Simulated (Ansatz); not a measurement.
## HfN stretched along one axis: stress

Cell: a structure deposited in the COD, whose atoms a relaxation with PBE at fixed cell left in place.

```yaml
crystal:
  lattice:
    - [0.00000, 2.25900, 2.25900]
    - [2.25900, 0.00000, 2.25900]
    - [2.25900, 2.25900, 0.00000]
  atoms:
    - { symbol: Hf, position: [0.00000, 0.00000, 0.00000] }
    - { symbol: N, position: [0.50000, 0.50000, 0.50000] }
```

Atoms are numbered from 1 in the order listed; like atoms form one site, named after its first atom.

Computed with Ansatz: DFT, PBE, plane waves and PAW, scalar-relativistic, 420 eV cutoff, Γ-centred 18×18×18 k-points, Fermi–Dirac smearing 0.05 eV.

The cell is stretched along z (the third Cartesian axis of the run's cell), x and y held, and the ions relax again each time. Tension counts as positive.

| strain along z (%) | stress along z (GPa) | stress along x (GPa) |
| --- | --- | --- |
| -3 | -27.5 | -9.3 |
| -2 | -19.2 | -8.0 |
| -1 | -11.9 | -6.7 |
| 0 | -5.4 | -5.4 |
| +1 | 0.4 | -4.2 |
| +2 | ? | ? |
| +3 | 10.1 | -2.0 |

(1) Estimate the row at +2 % from the others.

## Answers

(1) stress along z (GPa): 5.5; stress along x (GPa): -3.1. Worked: parabolas through the other 6 rows give 5.6 and -3.1 GPa at +2 %. Their slopes at zero strain are 624 GPa (C₁₁) and 122 GPa (C₁₂). They hold at this cell, where the calculated pressure is 5.4 GPa, and with no gap in the run.

All values belong to this cell and structure model.
